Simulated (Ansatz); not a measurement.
# AlN: computed properties

These are results of DFT PBE, scalar-relativistic, plane waves, PAW (Ansatz), not measurements.

Plane waves to 420 eV, a k mesh through Γ of 10×10×10 on the computed 2-atom cell and Gaussian smearing (0.02 eV); no spin polarisation.

The structure is relaxed at this level of theory with its symmetry kept, and needn't be the ground state of this composition.

```cif
data_structure
_symmetry_space_group_name_H-M 'Fm-3m'
_symmetry_Int_Tables_number 225
_cell_length_a 4.0704
_cell_length_b 4.0704
_cell_length_c 4.0704
_cell_angle_alpha 90.000
_cell_angle_beta 90.000
_cell_angle_gamma 90.000
_cell_volume 67.44
loop_
_atom_site_label
_atom_site_type_symbol
_atom_site_symmetry_multiplicity
_atom_site_Wyckoff_symbol
_atom_site_fract_x
_atom_site_fract_y
_atom_site_fract_z
_atom_site_occupancy
Al1 Al 4 a 0.00000 0.00000 0.00000 1
N1 N 4 b 0.50000 0.00000 0.00000 1
```

```json
{
  "Space group": "Fm-3m (No. 225)",
  "Volume per atom": "8.43 Å³",
  "Formation energy from the elements' standard states (uncorrected)": "-1.200 eV/atom",
  "Kohn–Sham band gap": "4.44 eV",
  "Orbital (Löwdin) character of the top 1 eV of the valence band": "N 2p 94 %",
  "Orbital (Löwdin) character of the lowest 1 eV of the conduction band": "Al 3s 75 %, N 2s 9 %, Al 3p 7 %, unprojected 8 %",
  "Bader charge by site (e)": "Al (1 in the cell) 2.49, N (1 in the cell) -2.49"
}
```

Another cell of AlN relaxed alike, in P6_3mc, lies 169 meV/atom lower, so this cell isn't the stable form at this level.

It was relaxed from a cell as deposited in COD. Kohn–Sham gaps at this level usually fall short of measured ones. Löwdin shares on free-atom orbitals overweight diffuse shells in the empty bands.
